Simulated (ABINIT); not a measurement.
Here is an ABINIT 10.8.3 (patched build) calculation.

The input run.abi:

```
# Pseudopotentials
pp_dirpath "./"
pseudos "W_sc.hgh, C.hgh"

# Structure
acell 2.9065 2.9065 2.8366 Angstrom
rprim
     1.0000000000     0.0000000000     0.0000000000
    -0.5000000000     0.8660254038     0.0000000000
     0.0000000000     0.0000000000     1.0000000000
ntypat 2
znucl 74 6
natom 2
typat 1 2
xcart
     0.0000000000     0.0000000000     0.0000000000
     2.7462444909     1.5855449958     2.6801985626

# Plane-wave basis
ecut 45.0

# k points
kptopt 1
ngkpt 8 8 7
nshiftk 1
shiftk 0.0 0.0 0.0

# Exchange and correlation
ixc 7

# Bands and occupations
nband 13
occopt 3
tsmear 0.05 eV

# SCF cycle
nstep 100
tolvrs 1.0e-10

# Output
iomode 3
prtwf 0
prtden 0
prteig 0
prtebands 0
```

Potentials or basis: HGH LDA semicore.

Run with:

```sh
$ abinit run.abi > log 2>&1
```

Task: What does it give for the band gap on the k mesh?

Result: None (metal or under the smearing width).

Caveat: HGH potentials are hard and often keep d shells in the core, so these values are rough. Spin-orbit coupling is left out, which matters for the levels of W.
